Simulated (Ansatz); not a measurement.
Cu2O (Cuprite):

```xyz
6
Lattice="4.2600 0.0000 0.0000 0.0000 4.2600 0.0000 0.0000 0.0000 4.2600" Properties=species:S:1:pos:R:3 pbc="T T T"
Cu    3.1950    1.0650    3.1950
Cu    3.1950    3.1950    1.0650
Cu    1.0650    3.1950    3.1950
Cu    1.0650    1.0650    1.0650
O     2.1300    2.1300    2.1300
O     0.0000    0.0000    0.0000
```

Base run:

* Program: Ansatz 0.2.0
* Functional: LDA
* Potentials or basis: Ansatz PAW
* Cutoff: 420 eV (not typed: the program's choice for these potentials)
* k mesh: 6 × 6 × 6
* Occupations: fermi-dirac, width 0.05 eV
* Spin: no spin polarisation

Its results: band gap on the k mesh 0.54 eV, direct; pressure -8.4 GPa.

The run is repeated on the same cell with these changes: functional from LDA to PBEsol; hubbard terms from none to Cu d U = 3 eV; hubbard projectors from none to ortho-atomic (the default). What comes out?

Band gap on the k mesh 0.70 eV, direct; pressure -1.4 GPa.

Several settings changed at once, so the effect can't be laid on one alone.

Caveats: the PAW data sets come from PBE, with cores solved anew for the run's functional, which leaves a small shift of forces and pressure.
